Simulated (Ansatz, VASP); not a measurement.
**Cross-check of Sc between VASP and Ansatz**

One calculation is typed for both programs; each brings its own data sets. How far apart do they land? The two relaxations start from unlike cells of this crystal (the structure described is Ansatz's start), so only their ends are compared.

Method: plane waves, with VASP 6.6.1 beside it; relaxation of cell and atoms at LDA, spin-orbit coupling, in Ansatz 0.2.0.

### 1. Set-up

It takes space group P6_3/mmc (No. 194, hexagonal). The conventional cell has a = 3.309 Å, b = 3.309 Å, c = 5.273 Å, α = 90.00°, β = 90.00°, γ = 120.00°. Nearest to Sc lie 12 Sc at 3.26 to 3.31 Å.

Coordinates:

```cif
data_structure
_symmetry_space_group_name_H-M 'P 1'
_symmetry_Int_Tables_number 1
_cell_length_a 3.3090
_cell_length_b 3.3090
_cell_length_c 5.2733
_cell_angle_alpha 90.000
_cell_angle_beta 90.000
_cell_angle_gamma 120.000
_cell_volume 50.00
loop_
_atom_site_label
_atom_site_type_symbol
_atom_site_fract_x
_atom_site_fract_y
_atom_site_fract_z
_atom_site_occupancy
Sc1 Sc 0.33333 0.66667 0.25000 1
Sc2 Sc 0.66667 0.33333 0.75000 1
```

### 2. Ansatz: relaxation of cell and atoms, LDA, spin-orbit coupling

Ansatz runs on its fully relativistic PAW (standard-fr) files.

The relaxed volume is the usual yardstick between codes: in a stiff, nearly cubic crystal its relative difference is about their pressure difference at one cell divided by the bulk modulus.

The input, input.yaml:

```yaml
crystal:
  lattice:
    - [3.309, 0.0, 0.0]
    - [-1.6545, 2.8656780611, 0.0]
    - [0.0, 0.0, 5.2733]
  atoms:
    - { symbol: Sc, position: [0.3333333333, 0.6666666667, 0.25] }
    - { symbol: Sc, position: [0.6666666667, 0.3333333333, 0.75] }
kpoints:
  mp_grid: { grid: [12, 12, 6] }
hamiltonian:
  xc: lda
  pseudopotentials: { kind: paw_fr }
scf:
  occupations: { method: gaussian, width: 0.1 }
output:
  forces: true
  stress: true
  eigenvalues: true
basis:
  ecutwfc: 420.0
magnetization:
  noncollinear: true
  spin_orbit: true
relax:
  adjacent_minimum: "off"
  f_tol: 0.01
  max_steps: 50
  cell: { stress_tol: 0.05 }
```

Command:

```console
> ansatz run input.yaml --threads 4 --pin off --max-ram 8192MiB --backend cpu --events-out ev --progress --plain --runs-dir out
```

Numbers of over 12 decimals in the logs are rounded to 6 here.

The log of the run:

```text
The last accepted step is kept in <dir> (removed where the run ends without a failure and the disk answers)
Engine: ansatz 0.2.0, aarch64-unknown-linux-gnu
Pseudopotentials: kind: paw_fr
Pseudopotential: Sc, paw_fr, valence charge 11, recommended cutoff 420 eV (normal), Sc.paw.azcp#standard-fr
Functional definition: SPW92
  exchange = slater_x
  correlation = pw_c
non-collinear run that drives no moment, with spin-orbit: no starting moment large enough to seed its density (crystal.atoms[].spin), no starting occupations that ask for one, no magnetisation constraint and no magnetic field, so the semilocal B_xc is pinned to zero
Crystal: 2 atoms, lattice volume = 50.004 Å³
Basis set: ecut = 420 eV, 989 PW (Γ)
Bands: 30, of which v1, the nominal top of the filled ones, is band 22 counted from 1 (21 counted from 0)
Symmetry: 24 space group operations + 24 with time reversal
Magnetic group: BNS 194.264 (UNI 1494), of the structure as read, at distance tolerance 3.7e-5 Å
k-points: 76 of 864
Projection manifold: j_resolved (fully-relativistic pseudo-atomic orbitals)
Non-local potential: Sc, projectors of the file, l = 0: 3, l = 1: 4, l = 2: 6, l = 3: 2
PAW form: soft (Blöchl's): semilocal exchange-correlation on the pseudo side does not see the compensation charge
PAW frozen core: Sc, regenerated for the run's functional, and the local potential with it (the file was generated under x = pbe(κ = 0.804, μ = 0.219515), c = pbe(β = 0.066725))
PAW one-centre angular grid: Sc, 590 points (default); XC on 64 Gauss nodes
Initial density: superposition of atomic densities (chi_scale 0.1, normalization cell)
Initial wavefunctions: pseudopotential atomic-orbital guess
Functional: x = slater, c = lda
SCF iter   1: F=—  HF=-4178.157085 eV  |F-HF|=—  |Δ(HF+E_count)|=         —  Δρ=2.20e-2  dr2=3.30e-1  dr2_m=0.00e0 (ungated)  ethr=3.10e-3  |M|=0.00e0 ∫|m|=0.00e0 μB  |m|>n=0.0e0 m-floor=0.0e0 τ_xc=0.0e0  β_m=0.30  ⟨swp⟩=5.0  Hψ=5792  notcnv=0
preconditioner: auto → none  [metal: Δε(μ)=0.029 eV  Ē_g=2.589 eV  σ=0.100 eV  W_gap=0.16  n_scr=8 (ndim 8)  ℏωp=12.9 eV  f_vac=0.000  D(μ)=4.31/eV (n_scr^D=42)  sad-step TF]
SCF iter   2: F=—  HF=-4178.089570 eV  |F-HF|=—  |Δ(HF+E_count)|=   6.75e-2  Δρ=1.47e-2  dr2=1.57e-1  dr2_m=0.00e0 (ungated)  ethr=1.50e-3  |M|=0.00e0 ∫|m|=0.00e0 μB  |m|>n=0.0e0 m-floor=0.0e0 τ_xc=0.0e0  β_m=0.59  ⟨swp⟩=2.0  Hψ=1626  notcnv=0  defer=178
SCF iter   3: F=—  HF=-4178.037760 eV  |F-HF|=—  |Δ(HF+E_count)|=   5.18e-2  Δρ=2.23e-3  dr2=1.53e-3  dr2_m=0.00e0 (ungated)  ethr=7.13e-4  |M|=0.00e0 ∫|m|=0.00e0 μB  |m|>n=0.0e0 m-floor=0.0e0 τ_xc=0.0e0  β_m=0.72  ⟨swp⟩=3.1  Hψ=2042  notcnv=0  defer=178
SCF iter   4: F=—  HF=-4178.038273 eV  |F-HF|=—  |Δ(HF+E_count)|=   5.13e-4  Δρ=2.71e-4  dr2=4.46e-5  dr2_m=0.00e0 (ungated)  ethr=6.97e-6  |M|=0.00e0 ∫|m|=0.00e0 μB  |m|>n=0.0e0 m-floor=0.0e0 τ_xc=0.0e0  β_m=0.76  ⟨swp⟩=2.2  Hψ=2017  notcnv=0  defer=176
SCF iter   5: F=—  HF=-4178.038282 eV  |F-HF|=—  |Δ(HF+E_count)|=   8.56e-6  Δρ=4.60e-5  dr2=1.06e-6  dr2_m=0.00e0 (ungated)  ethr=2.03e-7  |M|=0.00e0 ∫|m|=0.00e0 μB  |m|>n=0.0e0 m-floor=0.0e0 τ_xc=0.0e0  β_m=0.76  ⟨swp⟩=2.1  Hψ=1397  notcnv=0  defer=176
SCF iter   6: F=-4178.038282 eV  HF=-4178.038282 eV  |F-HF|=1.72e-8  |Δ(HF+E_count)|=   8.76e-8  Δρ=7.14e-6  dr2=2.81e-8  dr2_m=0.00e0 (ungated)  ethr=4.55e-10  |M|=0.00e0 ∫|m|=0.00e0 μB  |m|>n=0.0e0 m-floor=0.0e0 τ_xc=0.0e0  ⟨swp⟩=8.8  Hψ=4854  notcnv=0
SCF 1 converged in 6 iterations: F = -4178.038282 eV  dr2 = 2.81e-8
  greatest PAW one-centre occupation: 0.998 electrons in one spin orbital (limit 2), on the Sc atom at site 1 (counted from 0), in its partial waves of l = 0
relax step   1: F+E_penalty+E_count = -4178.03828177 eV  Δ(F+E_penalty+E_count) = +0.000e0 eV  max|allowed force component| = 7.401e-17 eV/Å  Δτ_max = 0.0000 Å  P = -5.370 GPa  Ω = 50.004 Å³  (6 SCF iters, dr2 threshold 1.00e-7 eV, accepted)
[...]
relax step   2: F+E_penalty+E_count = -4178.13348181 eV  Δ(F+E_penalty+E_count) = -9.520e-2 eV  max|allowed force component| = 1.133e-16 eV/Å  Δτ_max = 0.0000 Å  P = +0.493 GPa  Ω = 44.683 Å³  energy of the carried Pulay correction = +2.692e-4 eV  (5 SCF iters, dr2 threshold 2.00e-7 eV, accepted)
[...]
relax step   3: F+E_penalty+E_count = -4178.13539806 eV  Δ(F+E_penalty+E_count) = -1.916e-3 eV  max|allowed force component| = 7.401e-17 eV/Å  Δτ_max = 0.0000 Å  P = -0.008 GPa  Ω = 45.021 Å³  energy of the carried Pulay correction = +2.517e-4 eV  (4 SCF iters, dr2 threshold 2.00e-7 eV, accepted)
[...]
relax step   4: F+E_penalty+E_count = -4178.13548455 eV  Δ(F+E_penalty+E_count) = -8.650e-5 eV  max|allowed force component| = 7.401e-17 eV/Å  Δτ_max = 0.0000 Å  P = +0.009 GPa  Ω = 45.002 Å³  energy of the carried Pulay correction = +2.528e-4 eV  (3 SCF iters, dr2 threshold 8.84e-8 eV, accepted)
[...]
relax step   5: F+E_penalty+E_count = -4178.13524117 eV  Δ(F+E_penalty+E_count) = +2.434e-4 eV  max|allowed force component| = 6.708e-17 eV/Å  Δτ_max = 0.0000 Å  P = +0.008 GPa  Ω = 45.002 Å³  stress off target by 1.63e-2 GPa  SCF on the basis re-selected at this cell (its energy is not comparable with the rows above)  (5 SCF iters)
basis re-selected at this cell: Δ(F+E_penalty+E_count) = +2.434e-4 eV, ΔP = -0.000 GPa vs the last step (what re-selecting the basis moved, of the pressure what is left beyond the Pulay correction that the steps carried, after the strain that the cell walked since its last selection, with what the two solves' SCF thresholds leave and, on support functions, any second-order correction that the steps lacked; it is no m [...]
SCF converged after 5 iterations
Magnetization: |M| = 0.0000 μB,  M = (+0.0000, +0.0000, +0.0000) μB
Absolute magnetization: 0.0000 μB (∫|m|)
  site 0: m = (+0.0000, +0.0000, +0.0000) μB, |m| = 0.0000 μB  (R = 1.28 Å)
  site 1: m = (+0.0000, +0.0000, +0.0000) μB, |m| = 0.0000 μB  (R = 1.28 Å)
Free energy (F): -4178.135241 eV
Harris-Foulkes:  -4178.135241 eV  (|F-HF|=9.09e-13)
Internal energy: -4178.119528 eV  (E = F + TS)
E sigma→0 (E₀):  -4178.127384 eV
Entropy (-TS):   -0.015713 eV (-7.857 meV/atom)
Fermi energy:    10.048156 eV
--- Per-component energies (eV) ---
  E_band       = -311.797486
  E_kinetic    = 522.924354
  E_local      = -1618.473842  (includes V_loc(G=0)·N_el)
  E_nonlocal   = 174.829931
  E_hartree    = 550.621743
  E_xc         = -206.434212
  E_vxc        = -257.359802  (∫ρ·V_xc dr)
  E_paw        = -1820.528244  (= ΣΔE_a)
  E_vpaw       = -234.961602  (= ΣTr[D̂ρ^β])
  E_aug_tail   = 0.000018  (compensation charges beyond the density's cutoff)
  E_ewald      = -1781.670840
  E_core_change = 0.611566  (= ΣΔE_core)
  E_smearing   = -0.015713  (= −TS)
  E_closure    = -0.000000  (closes the sum)
  Σ components = -4178.135241   (vs F -4178.135241, Δ=0.00e0)
--- Forces (eV/Å), atoms counted from 1 ---
  atom   1  Sc     0.00000000    -0.00000000     0.00000000
  atom   2  Sc     0.00000000     0.00000000     0.00000000
  max |Σ_I F_I| component: 1.39e-17 eV/Å
--- Stress (GPa, compression-positive) ---
        0.004128      -0.000000       0.000000
       -0.000000       0.004128       0.000000
        0.000000       0.000000       0.016279
  P = ⅓ Tr σ = 0.0082 GPa (0.082 kbar)
--- Band table (eV; the first three rows and the last of 76) ---
  k-point 0: bands = [... 18 lower, 8.2937, 8.2937, 11.0602, 11.0602, 11.6727, 11.6727, 11.6950, 11.6950, ... 4 higher]
  k-point 1: bands = [... 18 lower, 8.0969, 8.0969, 10.8894, 10.8894, 11.5694, 11.5694, 11.5870, 11.5870, ... 4 higher]
  k-point 2: bands = [... 18 lower, 7.4357, 7.4357, 10.8138, 10.8138, 11.4878, 11.4878, 11.5019, 11.5019, ... 4 higher]
  k-point 75: bands = [... 18 lower, 9.6112, 9.6112, 9.8545, 9.8545, 9.8594, 9.8594, 10.4111, 10.4111, ... 4 higher]
--- Relaxed structure (4 steps of the walk, 4 accepted, 1 SCFs on fresh bases) ---
  F+E_penalty+E_count = -4178.13524117 eV   max|allowed force component| = 6.708e-17 eV/Å   (the final SCF, on the basis selected at the relaxed cell)
  cell:  # Å, volume = 45.0020 Å³
    - [3.230040, 0.0, 0.0]
    - [-1.615020, 2.797297, 0.0]
    - [0.0, 0.0, 4.980638]
  atoms:
    - { symbol: Sc, position: [0.333333, 0.666667, 0.250000] }
    - { symbol: Sc, position: [0.666667, 0.333333, 0.75] }
```

### 3. VASP: relaxation of cell and atoms, LDA, spin-orbit coupling

Its own start cell and the same functional (in two slightly different forms), mesh and smearing now go to VASP, with its own data sets.

Lines of VASP's logs that name or quote its potential files are left out, and so is its time.

The input, INCAR:

```
SYSTEM = Sc
PREC = Accurate
ENCUT = 500
EDIFF = 1E-07
NELM = 200
ISMEAR = 0
SIGMA = 0.1
LREAL = .FALSE.
ALGO = Normal
GGA = CA
LNONCOLLINEAR = .TRUE.
MAGMOM = 0 0 0 0 0 0
NBANDS = 34
GGA_COMPAT = .FALSE.
LASPH = .TRUE.
LSORBIT = .TRUE.
LMAXMIX = 4
LORBIT = 11
LWAVE = .FALSE.
LCHARG = .FALSE.
ISIF = 3
IBRION = 2
NSW = 80
EDIFFG = -0.005
NELMIN = 4
KPAR = 2
```

The input, POSCAR:

```
Sc
1.0
    3.2307339349      0.0000000000      0.0000000000
   -1.6153669674      2.7978976038      0.0000000000
    0.0000000000      0.0000000000      4.9862408561
Sc
2
Direct
    0.3333333333      0.6666666667      0.2500000000
    0.6666666667      0.3333333333      0.7500000000
```

The input, KPOINTS:

```
Automatic mesh
0
Gamma
12 12 6
0 0 0
```

The projector-augmented-wave data sets are Sc_sv (LDA family, release 64).

Command:

```console
> mpirun -np 2 vasp_ncl
```

The log of the run:

```text
[banner, memory and clock lines left out]
running    2 mpi-ranks, on    1 nodes
 distrk:  each k-point on    1 cores,    2 groups
 distr:  one band on    1 cores,    1 groups

 POSCAR found type information on POSCAR Sc
 POSCAR found :  1 types and       2 ions
 LDA part: xc-table for (Slater(with rela. corr.)+CA(PZ))
 , standard interpolation
 POSCAR, INCAR and KPOINTS ok, starting setup
 FFT: planning ... GRIDC
 FFT: planning ... GRID_SOFT
 FFT: planning ... GRID
 WAVECAR not read
 entering main loop
       N       E                     dE             d eps       ncg     rms          rms(c)
DAV:   1     0.426891536009E+03    0.42689E+03   -0.94644E+03  5184   0.140E+03
DAV:   2     0.160971155215E+02   -0.41079E+03   -0.40179E+03  7224   0.660E+02
DAV:   3    -0.133309171506E+02   -0.29428E+02   -0.27600E+02  8246   0.246E+02
DAV:   4    -0.147073947786E+02   -0.13765E+01   -0.13005E+01  8578   0.478E+01
DAV:   5    -0.147553737360E+02   -0.47979E-01   -0.47660E-01  8534   0.102E+01    0.831E+00
DAV:   6    -0.136379188085E+02    0.11175E+01   -0.24049E+00  6852   0.197E+01    0.251E+00
DAV:   7    -0.134813236656E+02    0.15660E+00   -0.57362E-01  7348   0.902E+00    0.746E-01
DAV:   8    -0.134682130918E+02    0.13111E-01   -0.27792E-02  7938   0.256E+00    0.320E-01
DAV:   9    -0.134674854089E+02    0.72768E-03   -0.28618E-03  8620   0.671E-01    0.751E-02
DAV:  10    -0.134674465281E+02    0.38881E-04   -0.49557E-04  7334   0.284E-01    0.176E-02
DAV:  11    -0.134674547101E+02   -0.81819E-05   -0.31983E-05  8534   0.886E-02    0.213E-03
DAV:  12    -0.134674547101E+02    0.10004E-10   -0.10781E-06  8578   0.174E-02    0.985E-04
DAV:  13    -0.134674547173E+02   -0.71896E-08   -0.58427E-08  5544   0.455E-03
   1 F= -.13467455E+02 E0= -.13459586E+02  d E =-.134675E+02  mag=    -0.0000     0.0000     0.0000
 curvature:   0.00 expect dE= 0.000E+00 dE for cont linesearch  0.000E+00
 trial: gam= 0.00000 g(F)=  0.238E-47 g(S)=  0.395E-05 ort = 0.000E+00 (trialstep = 0.100E+01)
 search vector abs. value=  0.395E-05
 bond charge predicted
       N       E                     dE             d eps       ncg     rms          rms(c)
DAV:   1    -0.134674636395E+02   -0.89294E-05   -0.90602E-04  7080   0.667E-01    0.214E-02
DAV:   2    -0.134674617750E+02    0.18645E-05   -0.77919E-05  8452   0.153E-01    0.131E-02
DAV:   3    -0.134674575122E+02    0.42628E-05   -0.71860E-06  9454   0.506E-02    0.188E-03
DAV:   4    -0.134674575282E+02   -0.16047E-07   -0.54649E-07  7264   0.119E-02
   2 F= -.13467458E+02 E0= -.13459598E+02  d E =-.281095E-05  mag=     0.0000     0.0000     0.0000
 trial-energy change:   -0.000003  1 .order   -0.000003   -0.000004   -0.000002
 step:   2.1956(harm=  2.1956)  dis= 0.00000  next Energy=   -13.467459 (dE=-0.433E-05)
 reached required accuracy - stopping structural energy minimisation
```

OUTCAR, selected parts (step 3):

```text
ion  position               nearest neighbor table
   1  0.333  0.667  0.250-   2 3.11   2 3.11   2 3.11   2 3.11   2 3.11   2 3.11
   2  0.667  0.333  0.750-   1 3.11   1 3.11   1 3.11   1 3.11   1 3.11   1 3.11

  LATTYP: Found a hexagonal cell.
 ALAT       =     3.2307339349
 C/A-ratio  =     1.5433771262

 Subroutine GETGRP returns: Found 24 space group operations
 (whereof 12 operations were pure point group operations)

The static configuration has the point symmetry D_3d.
 The point group associated with its full space group is D_6h.

 Found     76 irreducible k-points:

   k-points           NKPTS =     76   k-points in BZ     NKDIM =     76   number of bands    NBANDS=     34

   dimension x,y,z NGX =    24 NGY =   24 NGZ =   36
   dimension x,y,z NGXF=    48 NGYF=   48 NGZF=   72

   ENCUT  =  500.0 eV  36.75 Ry    6.06 a.u.   5.89  5.89  9.09*2*pi/ulx,y,z

   NELECT =      22.0000    total number of electrons

 k-points in reciprocal lattice and weights: Automatic mesh
   0.00000000  0.00000000  0.00000000       0.001
   0.08333333 -0.00000000  0.00000000       0.007
   0.16666667 -0.00000000  0.00000000       0.007
   0.25000000 -0.00000000  0.00000000       0.007
   0.33333333 -0.00000000  0.00000000       0.007
   0.41666667 -0.00000000  0.00000000       0.007
   0.50000000 -0.00000000  0.00000000       0.003
   0.08333333  0.08333333  0.00000000       0.007
   0.16666667  0.08333333  0.00000000       0.014
[...]
0.33333333  0.25000000  0.50000000       0.014
   0.33333333  0.33333333  0.50000000       0.002

 average (electrostatic) potential at core
       1 -46.4246       2 -46.4246

 E-fermi :   3.9932

 k-point     1 :       0.0000    0.0000    0.0000
  band No.  band energies     occupation
    ...
     16     -23.0930      1.00000
     17      -1.2322      1.00000
     18      -1.2322      1.00000
     19       2.2373      1.00000
     20       2.2373      1.00000
     21       5.0062      0.00000
     22       5.0062      0.00000
     23       5.6128      0.00000
     24       5.6128      0.00000
     25       5.6350      0.00000
    ...

 k-point     2 :       0.0833   -0.0000    0.0000
  band No.  band energies     occupation
    ...
     16     -23.1009      1.00000
     17      -1.0686      1.00000
     18      -1.0686      1.00000
     19       2.3711      1.00000
     20       2.3711      1.00000
     21       4.8107      0.00000
     22       4.8107      0.00000
     23       5.3409      0.00000
     24       5.3409      0.00000
     25       5.7467      0.00000
    ...

 k-point     3 :       0.1667   -0.0000    0.0000
  band No.  band energies     occupation
    ...
     16     -23.1192      1.00000
     17      -0.5961      1.00000
     18      -0.5961      1.00000
     19       2.7233      1.00000
     20       2.7233      1.00000
     21       4.3728      0.00000
     22       4.3728      0.00000
     23       4.8575      0.00000
     24       4.8575      0.00000
     25       5.7956      0.00000
    ...

  Total        0.0024840      0.0024840     -0.0060195      0.0000000     -0.0000000      0.0000000
  in kB        0.0883055      0.0883055     -0.2139914      0.0000000     -0.0000000      0.0000000
  external PRESSURE =      -0.0124601 kB  Pullay stress =       0.0000000 kB

  energy-cutoff  :      500.00
  volume of cell :       45.07
      direct lattice vectors                 reciprocal lattice vectors
     3.231066308  0.000000000 -0.000000000     0.309495351  0.178687228 -0.000000000
    -1.615533154  2.798185448  0.000000000    -0.000000000  0.357374455  0.000000000
     0.000000000  0.000000000  4.984884335     0.000000000 -0.000000000  0.200606460

 POSITION                                       TOTAL-FORCE (eV/Angst)
 -----------------------------------------------------------------------------------
     -0.00000      1.86546      1.24622        -0.000000      0.000000      0.000000
      1.61553      0.93273      3.73866         0.000000     -0.000000     -0.000000
 -----------------------------------------------------------------------------------
    total drift:                               -0.000000     -0.000000     -0.000000

  FREE ENERGIE OF THE ION-ELECTRON SYSTEM (eV)
  ---------------------------------------------------
  free  energy   TOTEN  =       -13.4674575282 eV

  energy  without entropy=      -13.4517386493  energy(sigma->0) =      -13.45959809

 reached required accuracy - stopping structural energy minimisation

 Spin-Orbit-Coupling matrix elements
 Ion:    1  E_soc:     -0.0076854
 Ion:    2  E_soc:     -0.0076854

 total charge
# of ion       s       p       d       tot
------------------------------------------
    1        2.298   6.111   1.095   9.504
    2        2.298   6.111   1.095   9.504
--------------------------------------------------
tot          4.596  12.223   2.190  19.009

 magnetization (x)
# of ion       s       p       d       tot
------------------------------------------
    1        0.000   0.000  -0.000   0.000
    2        0.000   0.000  -0.000   0.000
--------------------------------------------------
tot          0.000   0.000  -0.000   0.000

 magnetization (y)
# of ion       s       p       d       tot
------------------------------------------
    1        0.000   0.000  -0.000  -0.000
    2        0.000   0.000   0.000   0.000
--------------------------------------------------
tot          0.000   0.000   0.000   0.000

 magnetization (z)
# of ion       s       p       d       tot
------------------------------------------
    1        0.000   0.000   0.000   0.000
    2        0.000   0.000   0.000   0.000
--------------------------------------------------
tot          0.000   0.000   0.000   0.000

[... 3 further parts left out ...]
```

CONTCAR:

```
Sc
   1.00000000000000
     3.2310663084399893    0.0000000000000059   -0.0000000000000000
    -1.6155331541699844    2.7981854477116763    0.0000000000000000
     0.0000000000000000    0.0000000000000000    4.9848843352096885
  Sc
     2
Direct
     0.3333333332999970    0.6666666667000030    0.2500000000000000
     0.6666666667000030    0.3333333332999970    0.7500000000000000
```

The run keeps the 24 symmetry operations of its start, so it cannot find a distortion of lower symmetry.

### 4. Side by side

Known differences besides the potentials themselves: spin-orbit coupling enters by fully relativistic files in Ansatz and inside the spheres in VASP; the two LDA forms differ slightly; the cutoff is 420 eV in Ansatz and 500 eV in VASP; VASP's log shows a relativistic correction to its local exchange, Ansatz's none; Ansatz adds a Pulay correction to the stress that steers its cell, VASP none. Total energies have different zeros and are not compared.

Both answers:

```
                                         quantity  Ansatz   VASP  difference
                                      volume (Å³)   45.00  45.07     -0.15 %
edge a after relaxation, in the typed setting (Å)   3.230  3.231     -0.03 %
edge c after relaxation, in the typed setting (Å)   4.981  4.985     -0.09 %
```

### 5. Summary of results

```
difference in volume (relaxation of cell and atoms, LDA, spin-orbit coupling) : -0.15 %
```

**Reading.** The difference in volume is -0.15 % (relaxation of cell and atoms, LDA, spin-orbit coupling), within the 1.2 % picked in this series as the mark of a large difference, as far as the stopping tolerances let one tell. Such differences can come from data sets, numerical settings and the points named under the comparisons, not from the functional's error against experiment.

[Lines on the potential files, build, host, timing and source positions are cut from VASP's logs without a mark.]

[Logs are printed without paths, hosts, clocks, repeated set-up lines and the standing remarks that a program may print on its own settings, such as how far it seeks lower states.]

[Hosts, paths, dates, database ids (printed as entryN), source tags and the programs' standing remarks are cut or masked in the printed files.]
